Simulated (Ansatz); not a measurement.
This concerns the formation energy of ZnTe (zinc blende, F-43m) from the elements. Reaction: Te (P3₁21) + Zn (hcp) → ZnTe (zinc blende). Negative: the products are lower in energy. The value is per atom of the solid.

ZnTe (zinc blende, F-43m), 2 atoms in the cell, k-point mesh 10×10×10 on the run's own vectors.
```
CELL_PARAMETERS angstrom
      0.00000     3.04236     3.04236
      3.04236     0.00000     3.04236
      3.04236     3.04236     0.00000
ATOMIC_POSITIONS crystal
  Zn 0.50000 0.50000 0.50000
  Te 0.25000 0.25000 0.25000
```

Te (P3₁21), 3 atoms in the cell, k-point mesh 12×12×6 on the run's own vectors. Conventional cell: a = 4.3171 Å, b = 4.3171 Å, c = 5.9673 Å, α = 90.00°, β = 90.00°, γ = 120.00°.

Zn (hcp, P6₃/mmc), 2 atoms in the cell, k-point mesh 30×30×12 on the run's own vectors. Conventional cell: a = b = 2.6180 Å, c = 4.8038 Å, α = β = 90.00°, γ = 120.00°.

Plane-wave PAW calculations with Ansatz (a quantum-chemistry and plane-wave program), its PAW set soft_1, cutoff 420 eV, 500 eV for r2SCAN. The structures are at rest with PBE+D3(BJ); other levels are single points on them, but for the rows marked own geometry. HSE06 runs on coarser k-point meshes, mended by the PBE difference between the two meshes. Some cells are metallic or hold partly filled levels, where a hybrid on a coarse mesh is less sure. Neutral cells; Fermi-Dirac smearing of at most 0.10 eV in the solids, energies taken to zero width. The lattices are those relaxed with PBE+D3(BJ), so at other levels the solids can be strained, which adds to the spread. A dispersion term (D3(BJ), or D4 for r2SCAN) was computed beside these levels and is taken off wherever the name lacks it. Nuclei at rest; no vibrational terms. Spin-orbit coupling is left out.

### Question
Give the value at the level PBE+D3(BJ).

### Answer
-0.38 eV/atom, for Te (P3₁21) + Zn (hcp) → ZnTe (zinc blende).

### Question
List the value at the remaining levels and say how far they part.

### Answer
```
Level                     value (eV/atom)  less PBE+D3(BJ)
------------------------  ---------------  ---------------
PBE                                 -0.48            -0.10
r2SCAN+D4                           -0.56            -0.18
HSE06+D3(BJ)                        -0.54            -0.16
r2SCAN+D4 (own geometry)            -0.55            -0.17
```

The levels shown span 0.18 eV/atom, from r2SCAN+D4 (-0.56) to PBE+D3(BJ) (-0.38).
